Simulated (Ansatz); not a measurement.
BaF$_{2}$:
```xyz
3
Lattice="0.0000 3.1231 3.1231 3.1231 0.0000 3.1231 3.1231 3.1231 0.0000" Properties=species:S:1:pos:R:3 pbc="T T T"
Ba     0.0000     0.0000     0.0000
F      1.5616     1.5616     1.5616
F      4.6847     4.6847     4.6847
```

Relaxed with PBE. Special points in fractions of this cell's reciprocal vectors: Γ (0.000, 0.000, 0.000); X (0.500, 0.000, 0.500); U (0.625, 0.250, 0.625); K (0.375, 0.375, 0.750); L (0.500, 0.500, 0.500); W (0.500, 0.250, 0.750).

Problem. List the band energies nearest the valence-band maximum at these points for the program Ansatz at the PBE with spin–orbit coupling level (PAW).

Solution. In eV from the valence-band maximum; about four levels below and three above (degenerate sets whole), none deeper than 8.9 eV; points with the same levels are listed once.

```tsv
k	below	above
Γ	-0.06 -0.06 -0.06 -0.06	6.72 6.72 9.17 9.17 9.17 9.17
X	-0.28 -0.28 -0.15 -0.15	7.26 7.26 8.95 8.95
U	-0.21 -0.21 -0.16 -0.16	7.52 7.52 9.30 9.30
L	-0.24 -0.24 -0.12 -0.12	9.01 9.01 9.15 9.15
W	-0.28 -0.28 -0.20 -0.20	7.52 7.52 9.68 9.68
```

Space group Fm-3m (fluorite). The cell was relaxed with PBE under the symmetry of its start.

Potentials: the earlier of the program's two PAW sets.
